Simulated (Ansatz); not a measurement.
The cell comes from COD entry 9004178, which wasn't checked; take it as a given geometry. The listed cell was then made from it by scaling, straining or moving an atom.

An input for ZnO: DFT, LDA, PAW with Ansatz's default frozen-core files, scalar-relativistic (Ansatz 0.2.0). The PAW files were made with PBE; their cores are remade for this functional.

Command: `ansatz run input.yaml --threads 1 --pin off --max-ram 6144MiB --backend cpu --events-out ev --progress --plain --runs-dir out` The run took 6.5 s on 1 thread of Arm Neoverse V2 (shared host), peak memory 0.38 GiB.

```yaml
crystal:
  lattice:
    - [3.2493987239, 0.0, 0.0]
    - [-1.6246993619, 2.8140618419, 0.0]
    - [0.0, 0.0, 5.047686]
  atoms:
    - { symbol: Zn, position: [0.3333333333, 0.6666666667, 0.0] }
    - { symbol: Zn, position: [0.6666666667, 0.3333333333, 0.5] }
    - { symbol: O, position: [0.3333333333, 0.6666666667, 0.3821] }
    - { symbol: O, position: [0.6666666667, 0.3333333333, 0.8821] }
kpoints:
  mp_grid: { grid: [11, 11, 6] }
scf:
  occupations: { method: fermi_dirac, width: 0.02 }
hamiltonian:
  xc: lda
  pseudopotentials: { kind: paw }
output:
  forces: true
  stress: true
  eigenvalues: true
  efg: { contact_densities: true }
```

Set-up and iterations as logged by Ansatz (the results part is left out, to be predicted):

```
Engine: ansatz 0.2.0
Pseudopotentials: kind: paw
Pseudopotential: Zn, paw, valence charge 12, recommended cutoff 420 eV (normal)
Pseudopotential: O, paw, valence charge 6, recommended cutoff 420 eV (normal)
Functional definition: SPW92
  exchange = slater_x
  correlation = pw_c
Crystal: 4 atoms, lattice volume = 46.156 Å³
Basis set: ecut = 420 eV, 905 PW (Γ)
Bands: 22, of which v1, the nominal top of the filled ones, is band 18 counted from 1 (17 counted from 0)
Symmetry: 12 space group operations
Space group: P63mc (ITA 186), of the structure as read, at distance tolerance 3.6e-5 Å
k-points: 64 of 726 (time reversal used)
Non-local potential: Zn, projectors of the file, l = 0: 2, l = 1: 2, l = 2: 3, l = 3: 1
Non-local potential: O, projectors of the file, l = 0: 2, l = 1: 2, l = 2: 1
PAW form: soft (Blöchl's): semilocal exchange-correlation on the pseudo side does not see the compensation charge
PAW frozen core: Zn, regenerated for the run's functional, and the local potential with it (the file was generated under x = pbe(κ = 0.804, μ = 0.2195149727645171), c = pbe(β = 0.06672455060314922))
PAW frozen core: O, regenerated for the run's functional, and the local potential with it (the file was generated under x = pbe(κ = 0.804, μ = 0.2195149727645171), c = pbe(β = 0.06672455060314922))
PAW one-centre angular grid: Zn, 590 points (default); XC on 64 Gauss nodes
PAW one-centre angular grid: O, 110 points (default); XC on 64 Gauss nodes
Initial density: superposition of atomic densities (neutral atoms: chi_scale 0, normalization atom), corrected by the library's trained network
Initial wavefunctions: pseudopotential atomic-orbital guess
Functional: x = slater, c = lda
SCF iter   1: F=—  HF=-7603.942483 eV  |F-HF|=—  |Δ(HF+E_count)|=         —  Δρ=1.85e-2  dr2=1.33e-1  ethr=1.77e-3  ⟨swp⟩=6.0  Hψ=6179  notcnv=0
SCF iter   2: F=—  HF=-7603.907915 eV  |F-HF|=—  |Δ(HF+E_count)|=   3.46e-2  Δρ=3.75e-3  dr2=2.64e-3  ethr=3.70e-4  ⟨swp⟩=3.0  Hψ=3330  notcnv=0
SCF iter   3: F=—  HF=-7603.907192 eV  |F-HF|=—  |Δ(HF+E_count)|=   7.23e-4  Δρ=2.09e-3  dr2=1.13e-3  ethr=7.33e-6  ⟨swp⟩=2.0  Hψ=1557  notcnv=0
SCF iter   4: F=—  HF=-7603.906884 eV  |F-HF|=—  |Δ(HF+E_count)|=   3.08e-4  Δρ=6.67e-4  dr2=1.14e-4  ethr=3.13e-6  ⟨swp⟩=2.9  Hψ=2874  notcnv=0
SCF iter   5: F=—  HF=-7603.906820 eV  |F-HF|=—  |Δ(HF+E_count)|=   6.36e-5  Δρ=1.88e-4  dr2=1.28e-5  ethr=3.16e-7  ⟨swp⟩=2.0  Hψ=2431  notcnv=0
SCF iter   6: F=—  HF=-7603.906824 eV  |F-HF|=—  |Δ(HF+E_count)|=   3.99e-6  Δρ=2.43e-5  dr2=2.52e-7  ethr=3.55e-8  ⟨swp⟩=2.1  Hψ=2438  notcnv=0
SCF iter   7: F=-7603.906824 eV  HF=-7603.906824 eV  |F-HF|=1.74e-8  |Δ(HF+E_count)|=   9.44e-8  Δρ=8.87e-6  dr2=3.76e-8  ethr=2.78e-10  ⟨swp⟩=4.3  Hψ=5233  notcnv=0
```

**Question.** What pressure will this run report?

**Answer.** -2.71 GPa (positive in compression).

**Question.** How large will the largest force be?

**Answer.** 0.251 eV/Å.
